A band gap helps to decide which light a crystal absorbs and how well it insulates. Before a computed gap is corrected or used for a choice of material, two things must be settled: whether the calculation and the measurement refer to the same band edges, and how much the method itself loses.

Band gaps of eight crystals, computed with GPAW 26.7.0 using PBE and plane waves, without spin polarisation or spin-orbit coupling, in the given cells (not relaxed). The computed gap is the spacing between the highest filled and lowest empty Kohn-Sham levels found anywhere on the k-mesh, with Fermi-Dirac smearing of 0.05 eV.

```csv
formula,space group,volume of the given cell (Å³/atom),potentials or basis,wave cutoff (eV),k-mesh,computed band gap (eV),measured band gap (eV),range of the values found (eV),"what was measured, and how",source,computed less measured (eV)
Bi2Te3,R-3m,33.87,GPAW PAW data sets (gpaw data 1.2.1),600,7x7x7,0.259,0.15,0.13 to 0.175,"experimental band gap, approximate, quoted from earlier work; not stated; bulk crystal",pmc:4990697 (2016),0.11
InAs,F-43m,27.49,GPAW PAW data sets (gpaw data 1.2.1),600,8x8x8,0,0.414,0.414 to 0.42,direct gap from band-to-band PL peak; photoluminescence; film,pmc:6881312 (2019),-0.41
GaSb,F-43m,28.62,GPAW PAW data sets (gpaw data 1.2.1),600,8x8x8,0.092,0.812,0.812 to 0.813,"direct gap at T -> 0 K, Eg(0) from Varshni fit to temperature-dependent PL (eq. 3); temperature-dependent photoluminescence; bulk crystal",arXiv:cond-mat/0204296 (2002),-0.72
Te2Mo,P6_3/mmc,24.96,GPAW PAW data sets (gpaw data 1.2.1),600,9x9x2,0.773,0.88,0.83 to 1.06,indirect optical gap from extrapolated square root of absorption; phonon energy not resolved; optical transmission spectroscopy; bulk crystal,arXiv:1407.1219 (2014),-0.11
CdS (1),F-43m,24.81,GPAW PAW data sets (gpaw data 1.2.1),600,8x8x8,1.126,2.42,one value,"optical gap from inflexion point of photoacoustic spectrum, as-grown film; photoacoustic spectroscopy; film",arXiv:cond-mat/9501125 (1995),-1.29
CdS (2),P6_3mc,25.12,GPAW PAW data sets (gpaw data 1.2.1),600,7x7x4,1.177,2.44,2.4 to 2.5963,direct optical gap from Tauc plot of (alpha h nu)^2; UV-Vis diffuse reflectance; powder,pmc:10275871 (2023),-1.26
ZnS,F-43m,19.73,GPAW PAW data sets (gpaw data 1.2.1),600,9x9x9,2.104,3.54,3.54 to 3.85,direct optical gap from Tauc plot; UV-vis absorption; film,pmc:9697895 (2022),-1.44
Al2O3,R-3c,8.50,GPAW PAW data sets (gpaw data 1.2.1),800,7x7x7,6.23,8.7,one value,optical band gap of host from absorption; optical absorption; bulk crystal,pmc:5906618 (2018),-2.47
```

### 1. Which way do the computed gaps err?

Seven of the eight lie below the measured gap. In energy the largest shortfall is that of Al2O3, about 2.5 eV. As a share of the gap, Al2O3 does better than CdS, which loses about half. Bi2Te3 is the one row computed above experiment, and question 6 returns to it.

The measurements don't create this deficit. An optical gap is lowered by the attraction between the excited electron and the hole it leaves, and warmth and zero-point motion usually lower it further. The calculation contains none of these effects. Removing them from the measured values would, as a rule, make the shortfall larger.

### 2. Why does PBE make a gap too small?

The gap for charge transport is the cost of taking an electron out of the crystal, less the energy regained by putting one in elsewhere. PBE instead reads the gap from the spacing between filled and empty orbital levels. Both kinds of level are worked out in one common potential, which has no upward jump when an extra electron arrives. This missing jump is called the derivative discontinuity. PBE's approximate treatment of exchange, which lets an electron partly repel itself, adds to the error.

The helium atom shows the first point in a simple form. Taking out an electron costs roughly 25 eV, and a neutral atom gains nothing by accepting another, so the true gap is roughly 25 eV. An empty orbital of the exact Kohn-Sham potential, however, still feels the pull of an ion and lies only about 20 eV above the filled one (all rough, recalled values). The analogy ends at the size of the effect: in a crystal, the surrounding electrons rearrange and screen an added charge.

### 3. Can one correction repair every gap?

No. From CdS through ZnS to Al2O3 the shortfall rises from about 1.3 to 1.4 and then 2.5 eV, so a fixed shift fails. Over the same rows it falls from about half of the measured gap to 28 percent, so a fixed factor fails too.

Screening offers a reason for this pattern. As a rule, the wider the gap, the harder a crystal is to polarise, and the less its electrons reduce the cost of an added charge. More of that cost is then missing from the orbital levels, and the shortfall grows in eV. It grows more slowly than the gap, which is why the percentage falls. This is an argument from theory; the table shows the trend but doesn't measure the screening.

Chemistry also matters. In ZnS the calculation places the filled Zn 3d levels about 6 eV below the valence top, whereas photoemission finds them at roughly 9 eV (a recalled value). Levels that lie too close push the sulfur p levels upwards too strongly and narrow the gap. Al2O3 has no such filled d shell. This probably contributes to the larger percentage loss of ZnS, but the table can't separate the two causes.

The same crystals treated with a hybrid functional, which mixes in exact exchange, would as a rule show wider gaps. That is the usual next step when the size of a gap matters. It addresses the shortfall of the method, and can thereby also repair a wrong band order such as that of InAs in question 4. It doesn't replace the spin-orbit coupling that is missing in questions 5 and 6.

### 4. Does the zero for InAs mean that the gap has just closed?

It means more than that. In ZnS, at the centre of the Brillouin zone, the valence top is a threefold level and the conduction edge is a single level above it. In the InAs calculation the single level has sunk 0.16 eV below the threefold one. It takes up one filled band, which leaves two filled bands for three places. Filled and empty states therefore touch, and the printed gap is zero however far the single level sinks.

The zero thus hides part of the error. Counted with its sign, the spacing is $-0.16$ eV, against a measured gap of 0.41 eV. The shortfall is then about 0.57 eV instead of the printed 0.41 eV. Whenever a known semiconductor comes out as a metal, the order of the levels should be inspected before the error is quoted.

### 5. What would spin-orbit coupling change in GaSb?

GaSb still has a computed gap of 0.09 eV, but the calculation leaves out spin-orbit coupling. This coupling splits the threefold valence top, which holds six states once spin is counted. Four states move up and two move down by a total splitting $\Delta$, while their average energy stays put. The four must therefore rise by $\Delta/3$ and the two sink by $2\Delta/3$, because $4\times\tfrac13=2\times\tfrac23$. The single conduction level has s character and hardly moves.

For GaSb, $\Delta$ is roughly 0.75 eV, a recalled value. The valence top rises by $0.75/3=0.25$ eV, and the spacing becomes $0.09-0.25=-0.16$ eV. GaSb would then be inverted like InAs, and its shortfall would grow from 0.72 to about 0.97 eV. No row was calculated with the coupling switched on, so this estimate is untested here. The output below the text gives the same step for InAs.

The small positive gap of GaSb is therefore no sign that PBE has the right band order. The lesson carries over to neighbouring compounds: as a rule, the heavier the atoms that supply the valence top, the larger $\Delta$ becomes. In a light crystal such as Al2O3 the coupling hardly matters beside a shortfall of 2.5 eV.

### 6. Are the small errors of Bi2Te3 and MoTe2 good news?

For Bi2Te3, no. Spin-orbit coupling is known to exchange the characters of its band edges: the gap closes and opens again in the other order. The computed 0.26 eV belongs to the state before this exchange, and the measured 0.15 eV to the state after it. Their difference is a comparison of two different states, so it isn't evidence that PBE overestimates the physical gap. The ranking is wrong as well: Bi2Te3 has the smallest measured gap but only the third smallest computed one. That has another cause, since even a computed gap of 0.15 eV would leave it third. The gaps of InAs and GaSb come out too small.

For MoTe2 (listed as Te2Mo) the comparison is sounder, because the computed and measured gaps are both indirect: the valence top and the conduction edge lie at different crystal momenta. The calculation is 0.11 eV too low. Its direct gap is 1.03 eV, and comparing that with the measured indirect gap would turn the shortfall into an apparent excess.

The size of this shortfall depends on the measurement chosen: against the upper end of the range found, 1.06 eV, it would be about 0.29 eV. Even that is small beside the shortfall of CdS, and the reason remains open. One guess is that both band edges contain much molybdenum d character, so that part of PBE's error moves them together. Spin-orbit coupling is missing here as well, and adding further points to the present mesh would be expected to leave the gap as it is or reduce it. One such row is no licence to trust PBE gaps in layered crystals.

### 7. Which digits can be trusted?

The two forms of CdS give a useful test. Their computed gaps differ by 0.05 eV and their listed measured gaps by 0.02 eV. The computed difference isn't due to the crystal form alone, because the two cells also differ slightly in volume per atom. The values found for the wurtzite form alone spread over 0.2 eV, and the two forms were measured on different kinds of sample by different methods. The table therefore can't confirm which form has the wider gap, and the third decimal of a computed gap has no practical meaning. For Bi2Te3 no digit is safe until the run is repeated in a less skewed cell, because GPAW warned that the present one could make the results wrong.

The chosen cell matters too. Every crystal here is under pressure in the calculation, from about 1.6 GPa in ZnS to nearly 10 GPa in Al2O3, which means that PBE would prefer larger cells. In the zinc-blende and wurtzite crystals and in Al2O3, expansion is known to lower the direct gap. Relaxing those cells with PBE would thus bring the structure into line with the functional, yet it would be expected to worsen the agreement with the measured gaps. InAs would hide this, because its printed gap is already zero and only the signed spacing could fall further.

In practice, the order of the checks matters more than the decimals. First establish the band order, with spin-orbit coupling if heavy atoms are present, and whether the gap is direct or indirect. Only then does the difference from experiment show what the method loses. Since the shortfalls here reach 2.5 eV, a PBE gap from this table isn't sufficient to settle a design limit, even where its printed error is small.

Numerical output:

```
Shortfall of the computed gap and pressure in the given cell:
      row  measured less computed (eV)  shortfall in percent of measured  pressure (GPa)
   Bi2Te3                       -0.109                            -72.67             1.7
     InAs                        0.414                               100            4.04
     GaSb                         0.72                             88.67            2.35
    Te2Mo                        0.107                             12.16             2.3
  CdS (1)                        1.294                             53.47             2.6
  CdS (2)                        1.263                             51.76            1.82
      ZnS                        1.436                             40.56            1.62
    Al2O3                         2.47                             28.39            9.72
Rows with computed gap below the measured one: 7
Rows with a smaller computed gap than Bi2Te3: 2
Rows with a smaller measured gap than Bi2Te3: 0
Shortfall of Al2O3 over shortfall of ZnS: 1.72
InAs single level less threefold level at Gamma (eV): -0.1604
ZnS single level less threefold level at Gamma (eV): 2.104
InAs signed gap less measured gap (eV): -0.5744
GaSb rise of the valence top by spin-orbit coupling, rough (eV): 0.25
GaSb signed gap with that rise, rough (eV): -0.158
GaSb shortfall with that rise, rough (eV): 0.97
InAs rise of the valence top by spin-orbit coupling, rough (eV): 0.13
InAs shortfall from the signed gap with that rise, rough (eV): 0.7044
MoTe2 direct gap less indirect gap (eV): 0.256
MoTe2 direct gap less measured indirect gap (eV): 0.149
CdS wurtzite less zinc blende, computed (eV): 0.051
CdS wurtzite less zinc blende, measured (eV): 0.02
CdS wurtzite width of the measured range (eV): 0.1963
ZnS depth of the upper d levels below the valence top (eV): 5.821
ZnS depth of the lower d levels below the valence top (eV): 6.315
```
